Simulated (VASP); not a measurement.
Here is a VASP 6.6.1 calculation.

INCAR

```
ALGO     = Normal         # electronic algorithm
EDIFF    = 1E-7           # SCF threshold, eV
EDIFFG   = -0.005         # ionic threshold
ENCUT    = 600            # plane-wave cutoff, eV
GGA      = PE             # functional
IBRION   = 2              # ionic algorithm
ISIF     = 3              # what is computed and relaxed
ISMEAR   = 0              # smearing method
IVDW     = 12             # dispersion correction
LASPH    = True           # aspherical terms in the spheres
LCHARG   = False          # write CHGCAR
LREAL    = False          # projectors in reciprocal space
LWAVE    = False          # write WAVECAR
NELM     = 100            # most SCF steps
NSW      = 90             # ionic steps
PREC     = Accurate       # precision mode
SIGMA    = 0.02           # smearing width, eV
```

File KPOINTS:

```
k-points
0
Gamma
  12 12 12
```

The input POSCAR:

```
BN
1.0
    0.0000000000      1.8130010000      1.8130010000
    1.8130010000      0.0000000000      1.8130010000
    1.8130010000      1.8130010000      0.0000000000
B N
1 1
Direct
    0.0000000000      0.0000000000      0.0000000000
    0.2500000000      0.2500000000      0.2500000000
```

Potentials or basis: VASP PAW PBE potentials, release 64 (B, N).

The run is started by

```console
$ cat potpaw_PBE.64/B/POTCAR potpaw_PBE.64/N/POTCAR > POTCAR
$ mpirun -np 1 vasp_std > vasp.out
```

(1) Predict the dispersion energy per atom.

(2) What does it give for the band gap on the k mesh?

Results:

(1) -0.211 eV.

(2) 4.47 eV, indirect (least direct gap 8.85 eV).
